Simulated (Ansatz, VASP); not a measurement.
**C: VASP beside Ansatz**

```
C
1.0
     0.00000    1.78337    1.78337
     1.78337    0.00000    1.78337
     1.78337    1.78337    0.00000
C
2
Cartesian
  2.6751 2.6751 2.6751
  1.7834 1.7834 1.7834
```

This isn't the form of C at room conditions, which is graphite.

Alike in both runs: task single point; functional PBE; k mesh 13 × 13 × 13; occupations gaussian, width 0.026 eV; no spin polarisation.

|  | VASP | Ansatz |
| --- | --- | --- |
| version | VASP 6.6.1 | Ansatz 0.2.0 |
| potentials or method | VASP PAW PBE potentials, release 64 (C) | Ansatz PAW |
| plane-wave cutoff (eV) | 520 | 420 |
| valence electrons in the cell | 8 | 8 |

Ansatz gave:

- gap on the k mesh at the Fermi level (eV): 4.15
- least direct gap on the mesh (eV): 5.59
- pressure (GPa): 1.8

Problem. Which values does VASP return?

Solution. gap on the k mesh at the Fermi level (eV): 4.14; least direct gap on the mesh (eV): 5.59; pressure (GPa): 2.5.

Caveats: an odd mesh through Γ misses points on the zone boundary, where band edges often lie (VASP); odd divisions of the mesh miss points on the zone boundary, where band edges often lie, so the gap on the mesh can be too wide (Ansatz); the pressure holds a Pulay correction of +1.0 GPa for the finite cutoff (Ansatz). PBE gaps usually lie below the measured ones, often by a third to a half.
